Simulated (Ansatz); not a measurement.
**TaN: course of a relaxation**

Level of theory: DFT PBEsol, scalar-relativistic, plane waves, PAW (Ansatz 0.2.0). Settings: 420 eV cutoff, 18×18×14 k-mesh, Gaussian smearing of 0.10 eV, no spin polarisation.

What was changed: relaxed at 10 GPa.

Spin–orbit coupling is left out, which can shift energies with elements as heavy as these.

Other phases may be more stable at this pressure.

Command:

```bash
ansatz run input.yaml --threads 1 --pin off --max-ram 2560MiB --backend cpu --events-out ev --progress --plain --runs-dir out
```

Input:

```yaml
crystal:
  lattice:
    - [2.8976040912, 0.0, 0.0]
    - [-1.4488020456, 2.509398753, 0.0]
    - [0.0, 0.0, 2.8472793264]
  atoms:
    - { symbol: Ta, position: [0.3333333333, 0.6666666667, 0.5] }
    - { symbol: "N", position: [0.0, 0.0, 0.0] }
basis:
  ecutwfc: 420
kpoints:
  mp_grid: { grid: [18, 18, 14] }
hamiltonian:
  xc: pbesol
scf:
  occupations: { method: gaussian, width: 0.1 }
output:
  forces: true
  stress: true
  eigenvalues: true
relax:
  adjacent_minimum: "off"
  f_tol: 0.008
  max_steps: 50
  cell: { stress_tol: 0.08, p_target: 10.0 }
```

F is the free energy. Steps run on the plane waves of an earlier cell, but the last one, and at times one on the way, on a freshly chosen basis, so a repeated geometry can differ a little in energy. The relaxation lowers the enthalpy F + PV at the target pressure, so F itself can rise.

Steps:

```json
{"step": "1", "F − F(1) (eV)": "0.0000", "largest force component (eV/Å)": "0.000", "V (Å³/atom)": "10.352", "P (GPa)": "10.11"}
{"step": "2", "F − F(1) (eV)": "0.0002", "largest force component (eV/Å)": "0.000", "V (Å³/atom)": "10.351", "P (GPa)": "10.08"}
{"step": "3", "F − F(1) (eV)": "-0.0003", "largest force component (eV/Å)": "0.000", "V (Å³/atom)": "10.354", "P (GPa)": "9.98"}
{"step": "4", "F − F(1) (eV)": "-0.0004", "largest force component (eV/Å)": "0.000", "V (Å³/atom)": "10.354", "P (GPa)": "9.98"}
```

Relaxed structure:

```
CELL_PARAMETERS angstrom
2.89706 0.00000 0.00000
-1.44853 2.50893 0.00000
0.00000 0.00000 2.84908
ATOMIC_POSITIONS crystal
Ta 0.33333 0.66667 0.50000
N 0.00000 0.00000 0.00000
```

It takes space group P-6m2 (No. 187, hexagonal). Conventional cell: a = 2.897 Å, b = 2.897 Å, c = 2.849 Å, α = 90.00°, β = 90.00°, γ = 120.00°. Around Ta (site symmetry -6m2) lie 6 N at 2.20 Å. N (site symmetry -6m2) has 6 Ta at 2.20 Å as nearest neighbours.

The run converged. It took 30 s on 1 thread of Arm Neoverse V2 (shared host), peak memory 0.39 GiB.